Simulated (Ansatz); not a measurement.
Three rocksalt compounds, relaxed with r2SCAN in the plane-wave code Ansatz. Spin-unpolarised throughout; all numbers are computed.

| compound | a (Å) |
| --- | --- |
| PbSe | 6.177 |
| PbTe | 6.536 |
| KCl | 6.290 |

Question: What is the misfit strain of a coherent PbSe film on KCl?

Answer: ε∥ = (a_sub − a_film)/a_film = (6.290 − 6.177)/6.177 = +1.83 %: the film is in tension in the plane. At this size it stays coherent only while very thin.

Question: By Vegard's law, which share x of PbTe in (PbSe)₁₋ₓ(PbTe)ₓ matches the substrate?

Answer: (1 − x) × 6.177 + x × 6.536 = 6.290 gives x = (6.290 − 6.177)/(6.536 − 6.177) = 0.315.
